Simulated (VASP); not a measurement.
# In2O3 (R-3c) in VASP: further runs

The runs below take In2O3 through single point, with LDA.

Everything below comes from runs of VASP 6.6.1. Logs are shortened: lines on timing, memory, paths and dates and some standing lists are left out, and cuts for length are marked.

### Step 1. The crystal as given

It takes space group R-3c (No. 167, trigonal). Conventional cell: a = 5.487 Å, b = 5.487 Å, c = 14.510 Å, α = 90.00°, β = 90.00°, γ = 120.00°. Around In (site symmetry 3) lie 6 O at 2.12 to 2.26 Å. Around O (site symmetry 2) lie 4 In at 2.12 to 2.26 Å.

### Step 2. Single point, LDA

INCAR

```
ADDGRID = False
ALGO = Normal
EDIFF = 1E-7
ENCUT = 550
ISIF = 2
ISMEAR = 0
LASPH = True
LCHARG = False
LREAL = False
LWAVE = False
NELM = 100
PREC = Accurate
SIGMA = 0.05
```

KPOINTS

```
k-points
0
Gamma
  4 4 4
```

POSCAR

```
In2O3
1.0
    2.7435000000      1.5839604635      4.8366666667
   -2.7435000000      1.5839604635      4.8366666667
    0.0000000000     -3.1679209270      4.8366666667
In O
4 6
Direct
    0.8573100000      0.8573100000      0.8573100000
    0.6426900000      0.6426900000      0.6426900000
    0.1426900000      0.1426900000      0.1426900000
    0.3573100000      0.3573100000      0.3573100000
    0.0480000000      0.7500000000      0.4520000000
    0.7500000000      0.4520000000      0.0480000000
    0.4520000000      0.0480000000      0.7500000000
    0.9520000000      0.2500000000      0.5480000000
    0.2500000000      0.5480000000      0.9520000000
    0.5480000000      0.9520000000      0.2500000000
```

Potentials or basis: VASP PAW LDA potentials, release 64 (In_d, O).

Started as:

```sh
$ cat potpaw_LDA.64/In_d/POTCAR potpaw_LDA.64/O/POTCAR > POTCAR
$ mpirun -np 1 vasp_std > vasp.out
```

OUTCAR:

```text
EDIFF = 1E-7
   ENCUT = 550
   ISIF = 2
   ISMEAR = 0
   LASPH = True
   LREAL = False
   NELM = 100
   PREC = Accurate

 Found     13 irreducible k-points:

 Following reciprocal coordinates:
            Coordinates               Weight
  0.000000  0.000000  0.000000      1.000000
  0.250000 -0.000000 -0.000000      6.000000
  0.500000 -0.000000 -0.000000      3.000000
  0.250000  0.250000 -0.000000      6.000000
  0.500000  0.250000  0.000000     12.000000
 -0.250000  0.250000  0.000000      6.000000
   k-points           NKPTS =     13   k-points in BZ     NKDIM =     13   number of bands    NBANDS=     52
   number of dos      NEDOS =    301   number of ions     NIONS =     10
   total plane-waves  NPLWV = 110592
   dimension x,y,z NGX =    48 NGY =   48 NGZ =   48
   dimension x,y,z NGXF=    96 NGYF=   96 NGZF=   96
   ions per type =               4   6
   NGX,Y,Z   is equivalent  to a cutoff of  13.80, 13.80, 13.80 a.u.
   NGXF,Y,Z  is equivalent  to a cutoff of  27.60, 27.60, 27.60 a.u.
 SYSTEM =  unknown system
   PREC   = accura    normal or accurate (medium, high low for compatibility)
   ISTART =      0    job   : 0-new  1-cont  2-samecut
   ICHARG =      2    charge: 1-file 2-atom 10-const
   ISPIN  =      1    spin polarized calculation?
   LNONCOLLINEAR =      F non collinear calculations
   LSORBIT =      F    spin-orbit coupling
   LASPH  =      T    aspherical Exc in radial PAW
   ENCUT  =  550.0 eV  40.42 Ry    6.36 a.u.  11.06 11.06 11.06*2*pi/ulx,y,z
   NELM   =    100;   NELMIN=  2; NELMDL= -5     # of ELM steps
   EDIFF  = 0.1E-06   stopping-criterion for ELM
   LREAL  =      F    real-space projection
   EDIFFG = 0.1E-05   stopping-criterion for IOM
   NSW    =      0    number of steps for IOM
   IBRION =     -1    ionic relax: 0-MD 1-quasi-New 2-CG
   NFREE  =      0    steps in history (QN), initial steepest desc. (CG)
   ISIF   =      2    stress and relaxation
   ISYM   =      2    0-nonsym 1-usesym 2-fastsym
   POTIM  = 0.5000    time-step for ionic-motion
   TEBEG  =    0.0;   TEEND  =   0.0 temperature during run
   PSTRESS=    0.0 pullay stress
   NELECT =      88.0000    total number of electrons
   NUPDOWN=      -1.0000    fix difference up-down
   EMIN   =  10.00;   EMAX   =-10.00  energy-range for DOS
   EFERMI =   0.00;   METHOD = LEGACY
   ISMEAR =     0;   SIGMA  =   0.05  broadening in eV -4-tet -1-fermi 0-gaus
   EFERMI_NEDOS =   21; number of points for ismear=-14 and -15
   IALGO  =     38    algorithm
   IMIX   =      4    mixing-type and parameters
     AMIX     =   0.40;   BMIX     =  1.00
     AMIX_MAG =   1.60;   BMIX_MAG =  1.00
  volume/ion in A,a.u.               =      12.61        85.10
  Fermi-wavevector in a.u.,A,eV,Ry     =   1.452068  2.744010 28.687886  2.108500
  Thomas-Fermi vector in A             =   2.569492
   LORBIT       =      0    0 simple, 1 ext, 2 COOP (PROOUT), +10 PAW based schemes
   GGA     = CA    functional components
   LHFCALC =     F    Hartree Fock is set to
   AEXX    =    0.0000 exact exchange contribution
   IVDW    =     0    specifies the selected vdW correction
   LEPSILON=     F    determine dielectric tensor
   LRPA    =     F    only Hartree local field effects (RPA)
 non-spin polarized calculation
 Gauss-broadening in eV      SIGMA  =   0.05
  energy-cutoff  :      550.00
  volume of cell :      126.11
 maximum number of plane-waves:      3738
 NGX is ok and might be reduce to    48
   NGX = 23   NGY = 23   NGZ = 23

 number of electron      88.0000008 magnetization

 Free energy of the ion-electron system (eV)
  ---------------------------------------------------
  ext. energy  EPLUGINS =         0.00000000
  ---------------------------------------------------
  free energy    TOTEN  =       -63.64449793 eV

  energy without entropy =      -63.64449793  energy(sigma->0) =      -63.64449793

 E-fermi :   5.5620     XC(G=0): -11.7570

 val. band max:        5.2965404930   @ k =   0.2500  -0.0000  -0.0000
 cond. band min:       6.5040656540   @ k =   0.0000   0.0000   0.0000
 fundamental gap:      1.2075251610
 Fermi energy:         5.5620131805

 k-point     1 :       0.0000    0.0000    0.0000
  band No.  band energies     occupation
      1     -12.1168      2.00000
      2     -11.1959      2.00000
      3     -11.1959      2.00000
      4     -10.9524      2.00000
      5     -10.9524      2.00000
      6     -10.8462      2.00000
[... 44 lines left out ...]
     51      14.3426      0.00000
     52      14.6059      0.00000

 k-point     2 :       0.2500   -0.0000   -0.0000
  band No.  band energies     occupation
      1     -11.9386      2.00000
      2     -11.1734      2.00000
      3     -11.1589      2.00000
      4     -11.1050      2.00000
      5     -10.9927      2.00000
      6     -10.9169      2.00000
[... 44 lines left out ...]
     51      14.6012      0.00000
     52      15.0341      0.00000

 k-point     3 :       0.5000   -0.0000   -0.0000
  band No.  band energies     occupation
      1     -11.5154      2.00000
      2     -11.5154      2.00000
      3     -11.0932      2.00000
      4     -11.0932      2.00000
      5     -11.0464      2.00000
      6     -11.0464      2.00000
[... 44 lines left out ...]
     51      14.2968      0.00000
     52      14.2968      0.00000

 k-point     4 :       0.2500    0.2500   -0.0000
  band No.  band energies     occupation
      1     -11.9040      2.00000
      2     -11.2529      2.00000
      3     -11.1122      2.00000
      4     -11.1109      2.00000
      5     -10.9741      2.00000
      6     -10.9156      2.00000
[... 44 lines left out ...]
     51      14.0799      0.00000
     52      15.2646      0.00000

 k-point     5 :       0.5000    0.2500    0.0000
  band No.  band energies     occupation
      1     -11.6318      2.00000
      2     -11.3840      2.00000
      3     -11.1826      2.00000
      4     -11.0947      2.00000
      5     -11.0494      2.00000
      6     -10.9187      2.00000
[... 44 lines left out ...]
     51      14.0057      0.00000
     52      15.0492      0.00000

 k-point     6 :      -0.2500    0.2500    0.0000
  band No.  band energies     occupation
      1     -11.6984      2.00000
      2     -11.3254      2.00000
      3     -11.2048      2.00000
      4     -11.0679      2.00000
      5     -10.9912      2.00000
      6     -10.9901      2.00000
[... 44 lines left out ...]
     51      14.5020      0.00000
     52      14.8424      0.00000

 [... further k-points ...]

------------------------ aborting loop because EDIFF is reached ----------------------------------------

  FORCE on cell =-STRESS in cart. coord.  units (eV):
  Direction    XX          YY          ZZ          XY          YZ          ZX
  --------------------------------------------------------------------------------------
  -------------------------------------------------------------------------------------
  Total       -1.8872318     -1.8872318     -2.2897518      0.0000000     -0.0000000      0.0000000
  in kB      -23.9766838    -23.9766838    -29.0905738      0.0000000     -0.0000000      0.0000000
  external PRESSURE =     -25.6813138 kB  Pullay stress =       0.0000000 kB

 VOLUME and BASIS-vectors are now :
 -----------------------------------------------------------------------------
  energy-cutoff  :      550.00
  volume of cell :      126.11
      direct lattice vectors                 reciprocal lattice vectors
     2.743500000  1.583960463  4.836666667     0.182248952  0.105221482  0.068917988
    -2.743500000  1.583960463  4.836666667    -0.182248952  0.105221482  0.068917988
     0.000000000 -3.167920927  4.836666667     0.000000000 -0.210442963  0.068917988

 POSITION                                       TOTAL-FORCE (eV/Angst)
 -----------------------------------------------------------------------------------
      0.00000      0.00000     12.43957         0.000000     -0.000000     -0.101473
      0.00000      0.00000      9.32543         0.000000      0.000000      0.101473
      0.00000      0.00000      2.07043         0.000000     -0.000000      0.101473
      0.00000      0.00000      5.18457         0.000000      0.000000     -0.101473
     -1.92594     -0.16790      6.04583        -0.086697     -0.150164      0.000000
      0.81756      1.75186      6.04583        -0.086697      0.150164      0.000000
      1.10837     -1.58396      6.04583         0.173394     -0.000000      0.000000
      1.92594      0.16790      8.46417         0.086697      0.150164      0.000000
     -0.81756     -1.75186      8.46417         0.086697     -0.150164      0.000000
     -1.10837      1.58396      8.46417        -0.173394      0.000000      0.000000
 -----------------------------------------------------------------------------------
    total drift:                                0.000000     -0.000000      0.000000

  FREE ENERGIE OF THE ION-ELECTRON SYSTEM (eV)
  ---------------------------------------------------
  free  energy   TOTEN  =       -63.6444979323 eV

  energy  without entropy=      -63.6444979323  energy(sigma->0) =      -63.64449793
```

stdout:

```text
POSCAR found type information on POSCAR InO
 POSCAR found :  2 types and      10 ions
 scaLAPACK will be used
 LDA part: xc-table for (Slater(with rela. corr.)+CA(PZ))
 , standard interpolation
 POSCAR, INCAR and KPOINTS ok, starting setup
 FFT: planning ... GRIDC
 FFT: planning ... GRID_SOFT
 FFT: planning ... GRID
 WAVECAR not read
 entering main loop
```

It took 1.8 min on 1 thread of Intel Xeon Platinum 8559C (Emerald Rapids), shared host; peak memory 0.28 GiB.

These settings aren't checked as converged: the numbers below hold their error.

Results:

| Property | Result |
| --- | --- |
| Free energy | -63.6445 eV |
| Pressure | -2.6 GPa |
| Largest force | 0.173 eV/Å |
| Band gap on the k mesh | 1.21 eV, indirect (least direct gap 1.25 eV) |

Caveat: spin-orbit coupling is left out, which moves the levels of the heavy elements.

### Step 3. Single point, LDA

INCAR, as its differences from that of step 2:

```diff
@@ -3,3 +3,3 @@
 EDIFF = 1E-7
-ENCUT = 550
+ENCUT = 300
 ISIF = 2
```

KPOINTS

```
k-points
0
Gamma
  6 6 6
```

POSCAR is that of step 2.

Potentials or basis: VASP PAW LDA potentials, release 64 (In_d, O).

Started as:

```sh
$ cat potpaw_LDA.64/In_d/POTCAR potpaw_LDA.64/O/POTCAR > POTCAR
$ mpirun -np 1 vasp_std > vasp.out
```

OUTCAR:

```text
EDIFF = 1E-7
   ENCUT = 300
   ISIF = 2
   ISMEAR = 0
   LASPH = True
   LREAL = False
   NELM = 100
   PREC = Accurate

 Found     32 irreducible k-points:

 Following reciprocal coordinates:
            Coordinates               Weight
  0.000000  0.000000  0.000000      1.000000
  0.166667 -0.000000  0.000000      6.000000
  0.333333 -0.000000  0.000000      6.000000
  0.500000 -0.000000  0.000000      3.000000
  0.166667  0.166667  0.000000      6.000000
  0.333333  0.166667 -0.000000     12.000000
   k-points           NKPTS =     32   k-points in BZ     NKDIM =     32   number of bands    NBANDS=     52
   number of dos      NEDOS =    301   number of ions     NIONS =     10
   total plane-waves  NPLWV =  46656
   dimension x,y,z NGX =    36 NGY =   36 NGZ =   36
   dimension x,y,z NGXF=    72 NGYF=   72 NGZF=   72
   ions per type =               4   6
   NGX,Y,Z   is equivalent  to a cutoff of  10.35, 10.35, 10.35 a.u.
   NGXF,Y,Z  is equivalent  to a cutoff of  20.70, 20.70, 20.70 a.u.
 SYSTEM =  unknown system
   PREC   = accura    normal or accurate (medium, high low for compatibility)
   ISTART =      0    job   : 0-new  1-cont  2-samecut
   ICHARG =      2    charge: 1-file 2-atom 10-const
   ISPIN  =      1    spin polarized calculation?
   LNONCOLLINEAR =      F non collinear calculations
   LSORBIT =      F    spin-orbit coupling
   LASPH  =      T    aspherical Exc in radial PAW
   ENCUT  =  300.0 eV  22.05 Ry    4.70 a.u.   8.17  8.17  8.17*2*pi/ulx,y,z
   NELM   =    100;   NELMIN=  2; NELMDL= -5     # of ELM steps
   EDIFF  = 0.1E-06   stopping-criterion for ELM
   LREAL  =      F    real-space projection
   EDIFFG = 0.1E-05   stopping-criterion for IOM
   NSW    =      0    number of steps for IOM
   IBRION =     -1    ionic relax: 0-MD 1-quasi-New 2-CG
   NFREE  =      0    steps in history (QN), initial steepest desc. (CG)
   ISIF   =      2    stress and relaxation
   ISYM   =      2    0-nonsym 1-usesym 2-fastsym
   POTIM  = 0.5000    time-step for ionic-motion
   TEBEG  =    0.0;   TEEND  =   0.0 temperature during run
   PSTRESS=    0.0 pullay stress
   NELECT =      88.0000    total number of electrons
   NUPDOWN=      -1.0000    fix difference up-down
   EMIN   =  10.00;   EMAX   =-10.00  energy-range for DOS
   EFERMI =   0.00;   METHOD = LEGACY
   ISMEAR =     0;   SIGMA  =   0.05  broadening in eV -4-tet -1-fermi 0-gaus
   EFERMI_NEDOS =   21; number of points for ismear=-14 and -15
   IALGO  =     38    algorithm
   IMIX   =      4    mixing-type and parameters
     AMIX     =   0.40;   BMIX     =  1.00
     AMIX_MAG =   1.60;   BMIX_MAG =  1.00
  volume/ion in A,a.u.               =      12.61        85.10
  Fermi-wavevector in a.u.,A,eV,Ry     =   1.452068  2.744010 28.687886  2.108500
  Thomas-Fermi vector in A             =   2.569492
   LORBIT       =      0    0 simple, 1 ext, 2 COOP (PROOUT), +10 PAW based schemes
   GGA     = CA    functional components
   LHFCALC =     F    Hartree Fock is set to
   AEXX    =    0.0000 exact exchange contribution
   IVDW    =     0    specifies the selected vdW correction
   LEPSILON=     F    determine dielectric tensor
   LRPA    =     F    only Hartree local field effects (RPA)
 non-spin polarized calculation
 Gauss-broadening in eV      SIGMA  =   0.05
  energy-cutoff  :      300.00
  volume of cell :      126.11
 maximum number of plane-waves:      1514
 NGX is ok and might be reduce to    36
   NGX = 17   NGY = 17   NGZ = 17

 number of electron      87.9999980 magnetization

 Free energy of the ion-electron system (eV)
  ---------------------------------------------------
  ext. energy  EPLUGINS =         0.00000000
  ---------------------------------------------------
  free energy    TOTEN  =       -64.48024974 eV

  energy without entropy =      -64.48024974  energy(sigma->0) =      -64.48024974

 E-fermi :   5.5371     XC(G=0): -11.7572

 val. band max:        5.2516864796   @ k =  -0.1667   0.1667   0.0000
 cond. band min:       6.4217933939   @ k =   0.0000   0.0000   0.0000
 fundamental gap:      1.1701069142
 Fermi energy:         5.5370982673

 k-point     1 :       0.0000    0.0000    0.0000
  band No.  band energies     occupation
      1     -12.2587      2.00000
      2     -11.3421      2.00000
      3     -11.3421      2.00000
      4     -11.1093      2.00000
      5     -11.1093      2.00000
      6     -11.0121      2.00000
[... 44 lines left out ...]
     51      14.3415      0.00000
     52      14.6544      0.00000

 k-point     2 :       0.1667   -0.0000    0.0000
  band No.  band energies     occupation
      1     -12.1775      2.00000
      2     -11.3297      2.00000
      3     -11.3252      2.00000
      4     -11.1772      2.00000
      5     -11.1263      2.00000
      6     -11.0427      2.00000
[... 44 lines left out ...]
     51      14.7065      0.00000
     52      14.7931      0.00000

 k-point     3 :       0.3333   -0.0000    0.0000
  band No.  band energies     occupation
      1     -11.9598      2.00000
      2     -11.3821      2.00000
      3     -11.2929      2.00000
      4     -11.2803      2.00000
      5     -11.1750      2.00000
      6     -11.1156      2.00000
[... 44 lines left out ...]
     51      14.4912      0.00000
     52      15.3352      0.00000

 k-point     4 :       0.5000   -0.0000    0.0000
  band No.  band energies     occupation
      1     -11.6648      2.00000
      2     -11.6648      2.00000
      3     -11.2467      2.00000
      4     -11.2467      2.00000
      5     -11.1977      2.00000
      6     -11.1977      2.00000
[... 44 lines left out ...]
     51      14.3230      0.00000
     52      14.3230      0.00000

 k-point     5 :       0.1667    0.1667    0.0000
  band No.  band energies     occupation
      1     -12.1575      2.00000
      2     -11.3579      2.00000
      3     -11.2975      2.00000
      4     -11.1965      2.00000
      5     -11.0971      2.00000
      6     -11.0756      2.00000
[... 44 lines left out ...]
     51      14.3125      0.00000
     52      15.0674      0.00000

 k-point     6 :       0.3333    0.1667   -0.0000
  band No.  band energies     occupation
      1     -11.9976      2.00000
      2     -11.3900      2.00000
      3     -11.2815      2.00000
      4     -11.2571      2.00000
      5     -11.1763      2.00000
      6     -11.0837      2.00000
[... 44 lines left out ...]
     51      14.2387      0.00000
     52      15.3360      0.00000

 [... further k-points ...]

------------------------ aborting loop because EDIFF is reached ----------------------------------------

  FORCE on cell =-STRESS in cart. coord.  units (eV):
  Direction    XX          YY          ZZ          XY          YZ          ZX
  --------------------------------------------------------------------------------------
  -------------------------------------------------------------------------------------
  Total      -30.0371842    -30.0371842    -30.5661011      0.0000000     -0.0000000      0.0000000
  in kB     -381.6129375   -381.6129375   -388.3326596      0.0000000     -0.0000000      0.0000000
  external PRESSURE =    -383.8528449 kB  Pullay stress =       0.0000000 kB

 VOLUME and BASIS-vectors are now :
 -----------------------------------------------------------------------------
  energy-cutoff  :      300.00
  volume of cell :      126.11
      direct lattice vectors                 reciprocal lattice vectors
     2.743500000  1.583960463  4.836666667     0.182248952  0.105221482  0.068917988
    -2.743500000  1.583960463  4.836666667    -0.182248952  0.105221482  0.068917988
     0.000000000 -3.167920927  4.836666667     0.000000000 -0.210442963  0.068917988

 POSITION                                       TOTAL-FORCE (eV/Angst)
 -----------------------------------------------------------------------------------
      0.00000      0.00000     12.43957         0.000000     -0.000000     -0.078884
      0.00000      0.00000      9.32543         0.000000      0.000000      0.078884
      0.00000      0.00000      2.07043         0.000000      0.000000      0.078884
      0.00000      0.00000      5.18457         0.000000     -0.000000     -0.078884
     -1.92594     -0.16790      6.04583        -0.049706     -0.086093     -0.000000
      0.81756      1.75186      6.04583        -0.049706      0.086093     -0.000000
      1.10837     -1.58396      6.04583         0.099412      0.000000     -0.000000
      1.92594      0.16790      8.46417         0.049706      0.086093     -0.000000
     -0.81756     -1.75186      8.46417         0.049706     -0.086093     -0.000000
     -1.10837      1.58396      8.46417        -0.099412      0.000000     -0.000000
 -----------------------------------------------------------------------------------
    total drift:                                0.000000     -0.000000      0.000000

  FREE ENERGIE OF THE ION-ELECTRON SYSTEM (eV)
  ---------------------------------------------------
  free  energy   TOTEN  =       -64.4802497366 eV

  energy  without entropy=      -64.4802497366  energy(sigma->0) =      -64.48024974
```

Run time: 94 s. Hardware: 1 thread of Intel Xeon Platinum 8559C (Emerald Rapids), shared host; peak memory 0.2 GiB.

The run converged, but a check on its numbers failed (symmetry, net force, bounds or a known fault of this set-up), so they aren't taken as properties of the crystal.

Caveat: the cutoff lies under the usual one of these potentials, so the numbers hold a large basis-set error; a pressure of tens of GPa on the cell as given is suspect, and the run, the potentials or the cell itself is likely at fault; spin-orbit coupling is left out, which moves the levels of the heavy elements.

(Continued in part 2 of 2.)
